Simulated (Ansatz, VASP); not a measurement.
One calculation of Sb, two programs

```xyz
1
Lattice="3.1600 0.0000 0.0000 0.0000 3.1600 0.0000 0.0000 0.0000 3.1600" Properties=species:S:1:pos:R:3 pbc="T T T"
Sb    0.0000    0.0000    0.0000
```

This isn't the form of Sb at room conditions, which is rhombohedral.

Alike in both runs: task relaxation of cell and atoms; functional PBEsol-based screened hybrid; k mesh 4 × 4 × 4; occupations fermi-dirac, width 0.05 eV; no spin polarisation.

|  | VASP | Ansatz |
| --- | --- | --- |
| version | VASP 6.6.1 | Ansatz 0.2.0 |
| potentials or method | VASP PAW PBE potentials, release 64 (Sb) | Ansatz PAW |
| plane-wave cutoff (eV) | 600 | 420 |
| valence electrons in the cell | 5 | 15 |

Ansatz gave:

* gap on the k mesh at the Fermi level, each at its own relaxed structure (eV): none
* relaxed volume (Å³/atom): 27.69
* relaxed cell length with the largest relative difference (Å): 3.025
* energy change over the relaxation (meV/atom): -94

Problem. Estimate VASP's values.

Solution. gap on the k mesh at the Fermi level, each at its own relaxed structure (eV): none; relaxed volume (Å³/atom): 27.30; relaxed cell length with the largest relative difference (Å): 3.011; energy change over the relaxation (meV/atom): -118.

A gap of «none» marks a metal or a gap that the smearing closes. The two sets of potentials don't hold the same shells in valence.

Caveats: the k mesh is coarse (spacing up to 0.50 Å⁻¹), so the values aren't converged (VASP); the PAW data sets were made with another functional, which shifts forces and pressure a little (VASP); the volume moved by -13 % from the deposited cell, more than functionals usually miss (VASP); the k mesh is coarse (spacing up to 0.50 Å⁻¹), so the values aren't converged, least of all with exact exchange (Ansatz); the plane-wave basis is chosen anew once the cell has moved, so the energies of steps on either side of that aren't comparable (Ansatz); the volume moved by -12 % from the deposited cell, more than functionals usually miss (Ansatz); the PAW data sets come from PBE, with cores solved anew for the run's functional, which leaves a small shift of forces and pressure (Ansatz). Spin-orbit coupling is left out, which matters for the levels of Sb.
